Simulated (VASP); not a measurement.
## Results of a VASP single-point calculation on AlN (strained zincblende)

POSCAR

```
Al N
 1.0000000000000000
    -0.0033865584750001    2.1848764208250002    2.1848764208249616
     2.1848764208250002   -0.0033865584750001    2.1848764208249616
     2.1814898623999999    2.1814898623999999    0.0000000000499223
 Al  N
   1   1
Cartesian
  0.0000000000000102  0.0000000000000102 -0.0008878935846620
  1.0907449311874897  1.0907449311874897  1.0933261040096234
```

```yaml
gap_between_bands_v_and_c: 3.92 eV
least_direct_gap: 4.87 eV
```

Band v is the last that the valence electrons fill when counted band by band, and c is the next. Levels in eV from the top of v:

```tsv
point	v−1	v	c	c+1
Γ	-0.01	0.00	4.87	13.45
X	-1.84	-1.80	3.92	9.46
K	-3.66	-1.41	5.81	11.00
L	-0.51	-0.50	8.17	10.80
W	-3.50	-2.69	6.70	12.34
```

Task: Which of these levels of theory gave these results?
A. PBE
B. LDA
C. r²SCAN
D. PBE0
E. PBE with spin–orbit coupling
F. PBEsol
G. HSE06

Result: C.

The INCAR was:

```
SIGMA = 0.01
NBANDS = 11
ISMEAR = 0
NSW = 0
LASPH = .TRUE.
IBRION = -1
LWAVE = .FALSE.
PREC = Accurate
ALGO = Normal
LREAL = .FALSE.
METAGGA = R2SCAN
NELM = 120
EDIFF = 1E-7
ISIF = 2
LCHARG = .FALSE.
ENCUT = 520
```
